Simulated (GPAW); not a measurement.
Here is a GPAW 26.7.0 calculation.

File run.py:

```python
from ase.dft.bandgap import bandgap
from ase.io import read, write
from ase.units import GPa
from gpaw import GPAW, PW

atoms = read('POSCAR')

calc = GPAW(mode=PW(1200),
            xc='PBE',
            kpts={'size': (7, 7, 7), 'gamma': True},
            occupations={'name': 'fermi-dirac', 'width': 0.05},
            nbands=18,
            convergence={'density': 1e-05, 'energy': 1e-05},
            maxiter=60,
            txt='gpaw.txt')
atoms.calc = calc
energy = atoms.get_potential_energy()
forces = atoms.get_forces()
stress = atoms.get_stress()
calc.write('gs.gpw')
write('result.traj', atoms)
print(f'Energy: {energy:.6f} eV')
print('Forces (eV/A):')
print(forces.round(4))
print('Stress (GPa):', (stress / GPa).round(3))
print('Fermi level:', round(calc.get_fermi_level(), 4), 'eV')
print(f'Gap: {bandgap(calc)[0]:.4f} eV, direct: {bandgap(calc, direct=True)[0]:.4f} eV')
```

File POSCAR:

```
ZnSe
1.0
    0.0000000000      2.8338000000      2.8338000000
    2.8338000000      0.0000000000      2.8338000000
    2.8338000000      2.8338000000      0.0000000000
Se Zn
1 1
Direct
    0.7500000000      0.7500000000      0.7500000000
    0.0000000000      0.0000000000      0.0000000000
```

Potentials or basis: GPAW PAW data sets (gpaw-data 1.2.1), pw.

Run with:

```bash
$ OMP_NUM_THREADS=1 python run.py
```

Predict the pressure.

2.1 GPa.

What does it give for the band gap on the k mesh?

1.30 eV, direct.
